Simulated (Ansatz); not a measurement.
A run of Ansatz 0.2.0 is set up as follows.

The input input.yaml:

```yaml
crystal:
  lattice:
    - [0.0, 2.1554, 2.1554]
    - [2.1554, 0.0, 2.1554]
    - [2.1554, 2.1554, 0.0]
  atoms:
    - { symbol: Fe, position: [0.0, 0.0, 0.0], spin: 3.0 }
    - { symbol: O, position: [0.5, 0.5, 0.5] }
hamiltonian:
  xc: pbe
  pseudopotentials: { kind: paw }
magnetization:
  spin_polarized: true
kpoints:
  mp_grid: { grid: [8, 8, 8] }
scf:
  occupations: { method: fermi_dirac, width: 0.05 }
output:
  forces: true
  stress: true
  eigenvalues: true
relax:
  f_tol: 0.01
  max_steps: 40
  cell: { stress_tol: 0.05 }
```

Potentials or basis: Ansatz PAW.

The run is started by

```sh
$ ansatz run input.yaml --threads 2 --pin off --max-ram 5632MiB --backend cpu --events-out ev --progress --plain --runs-dir out
```

Question: Estimate the space group after relaxing (to 0.05 Å).

Answer: Fm-3m (No. 225).

Question: Predict the site moments.

Answer: Fe +3.45; O +0.32 μB.

Question: What does it give for the relaxed cell?

Answer: a = 3.047 Å, b = 3.047 Å, c = 3.047 Å, α = 60.00°, β = 60.00°, γ = 60.00°.

Question: What does it give for the band gap on the k mesh?

Answer: None (metal or under the smearing width).

Final structure:
```xyz
2
Lattice="0.0000 2.1549 2.1549 2.1549 0.0000 2.1549 2.1549 2.1549 0.0000" Properties=species:S:1:pos:R:3 pbc="T T T"
Fe    0.0000    0.0000    0.0000
O     2.1549    2.1549    2.1549
```

Caveat: a cell with one magnetic atom can't hold antiferromagnetic order, which such compounds often take; semilocal functionals often make such compounds metallic where correlation or magnetic order opens a gap, which also shifts bond lengths. With open d or f shells a metallic result of PBE can be an artefact of self-interaction; +U or a hybrid may open a gap.
